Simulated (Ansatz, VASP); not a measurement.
## ZnO in VASP and in Ansatz

INCAR

```
SYSTEM = ZnO
PREC     = Accurate       ! precision mode
ENCUT    = 520            ! plane-wave cutoff, eV
EDIFF    = 1E-7           ! SCF threshold, eV
ISMEAR   = -1             ! smearing method
SIGMA    = 0.05           ! smearing width, eV
LREAL    = .False.        ! projectors in reciprocal space
LASPH    = .True.         ! aspherical terms in the spheres
NELM     = 100            ! most SCF steps
ALGO     = Normal         ! electronic algorithm
ISIF     = 2              ! what is computed and relaxed
LWAVE    = .False.        ! write WAVECAR
LCHARG   = .True.         ! write CHGCAR
LELF     = .True.         ! ELF
LVHAR    = .True.       
NBANDS   = 26             ! bands
```

The input KPOINTS:

```
Automatic mesh
0
Gamma
  12 12 7
  0 0 0
```

File POSCAR:

```
ZnO
1.0
    3.2694060886      0.0000000000      0.0000000000
   -1.6347030443      2.8313887280      0.0000000000
    0.0000000000      0.0000000000      5.2737682400
Zn O
2 2
Direct
    0.6666666700      0.3333333300      0.5005917000
    0.3333333300      0.6666666700      0.0005917000
    0.6666666700      0.3333333300      0.8797183000
    0.3333333300      0.6666666700      0.3797183000
```

Input for Ansatz:

```yaml
crystal:
  lattice:
    - [3.2694060886, 0.0, 0.0]
    - [-1.6347030443, 2.831388728, 0.0]
    - [0.0, 0.0, 5.27376824]
  atoms:
    - { symbol: Zn, position: [0.66666667, 0.33333333, 0.5005917] }
    - { symbol: Zn, position: [0.33333333, 0.66666667, 0.0005917] }
    - { symbol: O, position: [0.66666667, 0.33333333, 0.8797183] }
    - { symbol: O, position: [0.33333333, 0.66666667, 0.3797183] }
hamiltonian:
  xc: lda
  pseudopotentials:
    kind: all_electron
    lapw: { muffin_tin_radii: { Zn: 1.032, O: 0.773 } }
kpoints:
  mp_grid: { grid: [12, 12, 7] }
scf:
  occupations: { method: fermi_dirac, width: 0.05 }
  convergence: { dr2_threshold: 1.0e-09 }
output:
  eigenvalues: true
basis:
  ecutwfc: 400
```

The cell is a database's computed one.

Alike in both runs: task single point; functional LDA; k mesh 12 × 12 × 7; occupations fermi-dirac, width 0.05 eV; no spin polarisation.

```csv
,VASP,Ansatz
version,VASP 6.6.1,Ansatz 0.2.0
potentials or method,"VASP PAW LDA potentials, release 64 (Zn, O)","all-electron LAPW, scalar-relativistic"
plane-wave cutoff (eV),520,see its input
```

Ansatz gave:

| Quantity | Value |
| --- | --- |
| gap on the k mesh at the Fermi level (eV) | 0.70 |
| least direct gap on the mesh (eV) | 0.70 |

**Question.** Estimate VASP's values.

**Answer.** gap on the k mesh at the Fermi level (eV): 0.69; least direct gap on the mesh (eV): 0.69.

Ansatz ran all-electron here, so the differences hold the error of VASP's frozen core and of both bases.

Expect the measured gap to be larger: semilocal functionals such as LDA lack the derivative discontinuity.
